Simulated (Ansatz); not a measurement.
Planning a run of Ansatz 0.2.0 on CdSe (Cadmoselite). The input:

```yaml
crystal:
  lattice:
    - [4.3, 0.0, 0.0]
    - [-2.15, 3.7239092363, 0.0]
    - [0.0, 0.0, 7.02]
  atoms:
    - { symbol: Cd, position: [0.3333333333, 0.6666666667, 0.0] }
    - { symbol: Cd, position: [0.6666666667, 0.3333333333, 0.5] }
    - { symbol: Se, position: [0.3333333333, 0.6666666667, 0.385] }
    - { symbol: Se, position: [0.6666666667, 0.3333333333, 0.885] }
kpoints:
  mp_grid: { grid: [6, 6, 4] }
hamiltonian:
  xc: { exchange: pbe, correlation: pbe, exx: { coeff: 0.35 } }
  pseudopotentials: { kind: paw, azcp: { folder: soft_1 } }
scf:
  occupations: { method: fixed }
gw:
  n_empty_bands: 468
  ecut_chi: 150.0
  qp_bands: [v2, c2]
  qp_kpoints: band_edges
  screening: { model: contour_deformation }
```

The database entry behind the starting cell differs from later determinations by our own check (inner coordinate of an old entry), so it need not match the best structure at ambient conditions.

```sh
ansatz run input.yaml --threads 3 --pin off --max-ram 92160MiB --backend cuda --events-out ev --progress --plain --runs-dir out --devices 1 --max-vram 13GiB
```

**Question.** How long will it take on 1 × NVIDIA H100 80GB HBM3 (shared by 6 runs) with 3 threads of AMD EPYC 7R13 (Zen 3), shared host, and how much memory?

It took 2.1 min; on shared hardware allow 62 s to 4.1 min. Peak host memory was 3.1 GiB. The sizes that set the cost: 2189 plane waves a state, 21 irreducible k points, 504 bands summed, 465 plane waves in the screening and 15 SCF cycles.

The screening grows as filled bands × empty bands × pairs of k points, times the square of the screening basis for the matrix.

[Paths, hosts, dates, memory and timing lines, banners, echoed tables and standing remarks are left out of the program output.]

[Logs are printed without paths, hosts, clocks, repeated set-up lines and the standing remarks that a program may print on its own settings, such as how far it seeks lower states.]

[Runs of the session that timed out or met a known fault of the program may be left out.]

[Cells called generated may have been cut or substituted from an entry of the Crystallography Open Database or the Materials Project.]

[Hosts, paths, dates, database ids (printed as entryN), source tags and the programs' standing remarks are cut or masked in the printed files.]
